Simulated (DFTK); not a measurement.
Here is a DFTK 0.8.2 calculation.

run.jl

```julia
using DFTK
using PseudoPotentialData
using Unitful, UnitfulAtomic
using LinearAlgebra, Printf
include("save.jl")
disable_threading()

lines = readlines("Au.cif")
tag(name) = parse(Float64, split(only(filter(startswith(name), lines)))[2])
a, b, c = tag.(["_cell_length_a", "_cell_length_b", "_cell_length_c"])
α, β, γ = deg2rad.(tag.(["_cell_angle_alpha", "_cell_angle_beta", "_cell_angle_gamma"]))
cx, cy  = cos(β), (cos(α) - cos(β) * cos(γ)) / sin(γ)
lattice = austrip(1u"Å") * [a b*cos(γ) c*cx; 0 b*sin(γ) c*cy; 0 0 c*sqrt(1 - cx^2 - cy^2)]
sites     = split.(lines[findlast(startswith("_atom_site_"), lines)+1:end])
symbols   = [Symbol(s[2]) for s in sites]
positions = [parse.(Float64, s[5:7]) for s in sites]
pseudopotentials = PseudoFamily("cp2k.nc.sr.pbe.v0_1.semicore.gth")
elements = Dict(s => ElementPsp(s, pseudopotentials) for s in unique(symbols))
atoms    = [elements[s] for s in symbols]

build_model(lattice, positions; symmetries=true) =
    model_DFT(lattice, atoms, positions;
              functionals=PBEsol(),
              temperature=austrip(0.05u"eV"),
              smearing=Smearing.FermiDirac(),
              symmetries)
Ecut  = 44.0  # hartree
kgrid = [9, 9, 9]
tol   = 1e-6
to_GPa = ustrip(uconvert(u"GPa", 1u"hartree/bohr^3"))

results["points"] = []
for scale in [0.94, 0.96, 0.98, 1.0, 1.02, 1.04, 1.06]
    println("\n=== scale = ", scale)
    model = build_model(cbrt(scale) * lattice, positions)
    basis = PlaneWaveBasis(model; Ecut, kgrid)
    t0 = time()
    scfres = self_consistent_field(basis;
                                   tol,
                                   nbandsalg=AdaptiveBands(model; n_bands_converge=10))
    seconds = time() - t0
    @printf "SCF: %d iterations, %.1f s\n" scfres.n_iter seconds
    forces = compute_forces_cart(scfres)
    stress = compute_stresses_cart(scfres)
    @printf "V = %.5f Å^3  F = %.8f Ha  max force = %.5f eV/Å  p = %.4f GPa\n" ustrip(auconvert(u"Å^3", model.unit_cell_volume)) scfres.energies.total ustrip(auconvert(u"eV/Å", maximum(norm, forces))) (-tr(stress) / 3 * to_GPa)
    push!(results["points"], save_scf!(scfres; forces, stress, d=Dict{String,Any}("seconds" => seconds, "n_matvec" => get(scfres, :n_matvec, 0))))
end

# third-order Birch-Murnaghan fit in x = V^(-2/3)
V = [0.94, 0.96, 0.98, 1.0, 1.02, 1.04, 1.06] * abs(det(lattice))
E = [p["total"] for p in results["points"]]
x = V .^ (-2 / 3)
c = [x .^ 0 x x .^ 2 x .^ 3] \ E
Δ = c[3]^2 - 3c[2] * c[4]
if Δ > 0
    x0 = (-c[3] + sqrt(Δ)) / 3c[4]
    B0 = 4 / 9 * x0^(7 / 2) * (2c[3] + 6c[4] * x0)
    @printf "V0 = %.4f Å^3  B0 = %.2f GPa\n" ustrip(auconvert(u"Å^3", x0^(-3 / 2))) B0 * to_GPa
end
```

Au.cif

```cif
data_Au
_cell_length_a 2.87792460
_cell_length_b 2.87792460
_cell_length_c 2.87792460
_cell_angle_alpha 60.00000000
_cell_angle_beta 60.00000000
_cell_angle_gamma 60.00000000
_space_group_name_H-M_alt 'P1'
_space_group_name_Hall 'P 1'
_space_group_IT_number 1
loop_
_space_group_symop_operation_xyz
'x,y,z'
loop_
_atom_site_label
_atom_site_type_symbol
_atom_site_symmetry_multiplicity
_atom_site_Wyckoff_symbol
_atom_site_fract_x
_atom_site_fract_y
_atom_site_fract_z
_atom_site_occupancy
Au1 Au 1 a 0.0000000000 0.0000000000 0.0000000000 1
```

Potentials or basis: cp2k.nc.sr.pbe.v0_1.semicore.gth (PBE, GTH).

Run with:

```bash
$ julia --threads=1 run.jl  # save.jl only writes the numbers to a file and isn't shown; printed stress counts tension as positive; times include loading and compiling
```

(1) What does it give for the equilibrium volume?

(2) What does it give for the pressure derivative of the bulk modulus?

(3) Estimate the bulk modulus.

Results:

(1) 17.59 Å³/atom.

(2) 5.7.

(3) 169 GPa.

Caveat: GTH potentials come without recommended cutoffs, and this one wasn't checked for convergence; the potentials were made for another functional, which shifts forces and pressure.

**Measured values to compare with.**

From “Exploring toroidal anvil profiles for larger sample volumes above 4 Mbar”, 2024, pmc:11102561, for a bulk crystal of Au: bulk modulus 167 GPa.

Measured bulk modulus of Au: 167 GPa (quoted in “Exploring toroidal anvil profiles for larger sample volumes above 4 Mbar”, 2024, pmc:11102561). This calculation gives 169 GPa (+1.0 %). The fit is for a static lattice scaled at fixed shape and fixed fractional positions.
